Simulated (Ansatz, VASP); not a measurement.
## One calculation of TaN, two programs

INCAR

```
PREC = Accurate
ENCUT = 520
EDIFF = 1E-6
ISMEAR = 0
SIGMA = 0.15
LREAL = F
LASPH = T
NELM = 100
ALGO = Fast
ISIF = 2
LWAVE = F
LCHARG = F
NBANDS = 15
```

Contents of KPOINTS:

```
Automatic mesh
0
Gamma
  18 18 16
```

POSCAR

```
TaN
1.0
    2.9379988584      0.0000000000      0.0000000000
   -1.4689994292      2.5443816477      0.0000000000
    0.0000000000      0.0000000000      2.8830000000
Ta N
1 1
Direct
    0.3333333333      0.6666666667      0.5000000000
    0.0000000000      0.0000000000      0.0910509886
```

Input for Ansatz:

```yaml
crystal:
  lattice:
    - [2.9379988584, 0.0, 0.0]
    - [-1.4689994292, 2.5443816477, 0.0]
    - [0.0, 0.0, 2.883]
  atoms:
    - { symbol: Ta, position: [0.3333333333, 0.6666666667, 0.5] }
    - { symbol: "N", position: [0.0, 0.0, 0.0910509886] }
basis:
  ecutwfc: 420
kpoints:
  mp_grid: { grid: [18, 18, 16] }
hamiltonian:
  xc: lda
scf:
  occupations: { method: gaussian, width: 0.15 }
output:
  forces: true
  stress: true
  eigenvalues: true
```

Change from the starting cell: all N atoms moved +0.263 Å, as atom 2 along Cartesian [0 0 1].

Alike in both runs: task single point; functional LDA; k mesh 18 × 18 × 16; occupations gaussian, width 0.15 eV; no spin polarisation.

|  | VASP | Ansatz |
| --- | --- | --- |
| version | VASP 6.6.1 | Ansatz 0.2.0 |
| potentials or method | VASP PAW LDA potentials, release 64 (Ta_pv, N) | scalar-relativistic, plane waves, PAW |
| plane-wave cutoff (eV) | 520 | 420 |
| valence electrons in the cell | 16 | 18 |

```tsv
	VASP	Ansatz	Ansatz less VASP
gap on the k mesh at the Fermi level (eV)	none	none	-
pressure (GPa)	4.7	2.7	-1.92
largest component of the traceless stress (GPa)	0.09	0.09	-0.003
rms of the force components (eV/Å)	2.298	2.258	-0.0392
```

Atom by atom the forces differ by 0.039 eV/Å (rms over components). A gap of «none» marks a metal or a gap that the smearing closes. The two sets of potentials don't hold the same shells in valence.

Caveats: forces of over 1 eV/Å show positions far from the minimum, so gaps and moduli don't describe the material at rest. The runs have no spin-orbit coupling, so splittings on Ta are missing.
